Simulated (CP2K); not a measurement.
Runs of CP2K 2026.2 on BP. It takes space group F-43m (No. 216, cubic). The conventional cell has a = 4.538 Å, b = 4.538 Å, c = 4.538 Å, α = 90.00°, β = 90.00°, γ = 90.00°. Around P (site symmetry -43m) lie 4 B at 1.97 Å. B (site symmetry -43m) has 4 P at 1.97 Å as nearest neighbours. 

```tsv
task	level	potentials or basis	smearing	EPS_DEFAULT	NGRIDS	CUTOFF of the grids	points a segment of the path (NPOINTS)	bands added on the path	gap on the mesh (eV)	pressure (GPa)	V0 of scaled cells (Å³/atom)	B0 (GPa)
equation of state	PBE	POTENTIAL_UZH P GTH-PBE-q5, B GTH-PBE-q3; TZVP-MOLOPT-PBE-GTH basis	fermi-dirac 0.05 eV	1.0E-10	4	450 Ry	-	-	-	-	(b)	161
band structure	r2SCAN	POTENTIAL_UZH P GTH-SCAN-q5, B GTH-SCAN-q3; TZVP-MOLOPT-SCAN-GTH basis	fermi-dirac 0.05 eV	1.0E-10	5	675 Ry	10	2	1.52	-1.3	-	-
equation of state	PBEsol	POTENTIAL_UZH P GTH-PBE-q5, B GTH-PBE-q3; TZVP-MOLOPT-PBE-GTH basis	fermi-dirac 0.05 eV	1.0E-9	5	450 Ry	-	-	-	-	(a)	166
band structure	TB-mBJ	POTENTIAL_UZH P GTH-PBE-q5, B GTH-PBE-q3; TZVP-MOLOPT-PBE-GTH basis	fermi-dirac 0.0259 eV	1.0E-9	4	675 Ry	8	4	1.67	-	-	-
band structure	LDA	GTH_POTENTIALS P GTH-PADE-q5, B GTH-PADE-q3; TZVP-MOLOPT-PBE-GTH basis	fermi-dirac 0.1 eV	1.0E-9	4	450 Ry	8	6	1.31	(c)	-	-
```

Alike in all rows: no spin polarisation; cell as given; k mesh 10 × 10 × 10.

**Question.** Estimate the missing entries.

**Answer.** (a) 11.60; (b) 11.70; (c) -6.1.

Caveats: the basis of atomic orbitals isn't converged, which shifts pressures, moduli and gaps; the potentials were made for another functional, which shifts forces and pressure (some runs); this is a model potential without an energy functional, so only levels have meaning (some runs).

A k mesh can miss the band edges.

Not every run made on this cell is shown here.
